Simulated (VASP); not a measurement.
Set up this calculation in VASP 6.6.1, as the native input.

* Task: relaxation of cell and atoms
* Functional: PBE
* Potentials or basis: VASP PAW PBE potentials, release 64 (V_sv, O)
* Cutoff: 600 eV
* k mesh: 8 × 8 × 14
* Occupations: methfessel-paxton, width 0.1 eV
* Spin: collinear spin, ferromagnetic start
* Starting moments: [1.0, 1.0, 0.0, 0.0, 0.0, 0.0] μB
* Further INCAR settings: ALGO = Normal; EDIFF = 1e-07; AMIX = 0.2; BMIX = 0.0001; IBRION = 2; EDIFFG = -0.005; NSW = 90; ISIF = 3

The structure of VO2 lies in POSCAR:

```
VO2                                     
1.0
    4.5879912158      0.0000000000      0.0000000000
    0.0000000000      4.5879912158      0.0000000000
    0.0000000000      0.0000000000      2.8416577221
  V               O             
     2     4
Direct
     0.0000000000000000    0.0000000000000000    0.0000000000000000
     0.5000000000000000    0.5000000000000000    0.5000000000000000
     0.2999167476743744    0.2999167476743744    0.0000000000000000
     0.2000832523256256    0.7999167476743745    0.5000000000000000
     0.7000832523256255    0.7000832523256255    0.0000000000000000
     0.7999167476743745    0.2000832523256256    0.5000000000000000
```

One way to write it, as run:

INCAR

```
SYSTEM = VO2
ALGO = Normal ; AMIX = 0.2
AMIX_MAG = 0.8 ; BMIX = 1E-4
BMIX_MAG = 1E-4 ; EDIFF = 1E-7
EDIFFG = -0.005 ; ENCUT = 600
GGA = PE ; IBRION = 2
ISIF = 3 ; ISMEAR = 1
ISPIN = 2 ; KPAR = 2
LASPH = .True. ; LCHARG = .False.
LMAXMIX = 4 ; LORBIT = 11
LREAL = .False. ; LWAVE = .False.
MAGMOM = 1 1 0 0 0 0 ; NELM = 150
NSW = 90 ; PREC = Accurate
SIGMA = 0.1
```

KPOINTS

```
k-points
0
Gamma
  8 8 14
  0 0 0
```

Potentials or basis: VASP PAW PBE potentials, release 64 (V_sv, O).

Launch:

```console
$ cat potpaw_PBE.64/V_sv/POTCAR potpaw_PBE.64/O/POTCAR > POTCAR
$ mpirun -np 2 vasp_std > vasp.out
```

It gave:

```yaml
Relaxed_volume: 9.96 Å³/atom
Relaxed_cell: a = 4.587 Å, b = 4.587 Å, c = 2.842 Å, α = 90.00°, β = 90.00°, γ = 90.00°
Space_group_after_relaxing_to_0.05_Å: P4_2/mnm (No. 136)
Energy_gained_by_relaxing: 0.0 meV/atom
Ionic_steps: 5
Pressure_after_relaxing: 0.0 GPa
Band_gap_on_the_k_mesh: none (metal or under the smearing width)
Net_moment: 2.00 μB per cell
Site_moments: V +1.05; O -0.05 μB
Valence_electrons_inside_the_program's_atomic_spheres: V 11.51; O 5.04
```

Caveat: semilocal functionals often make such compounds metallic where correlation or magnetic order opens a gap, which also shifts bond lengths.

Wall time 8.7 min on 2 MPI ranks on Intel(R) Xeon(R) Platinum 8488C (Sapphire Rapids), on a shared host, peak memory 0.49 GiB a rank.
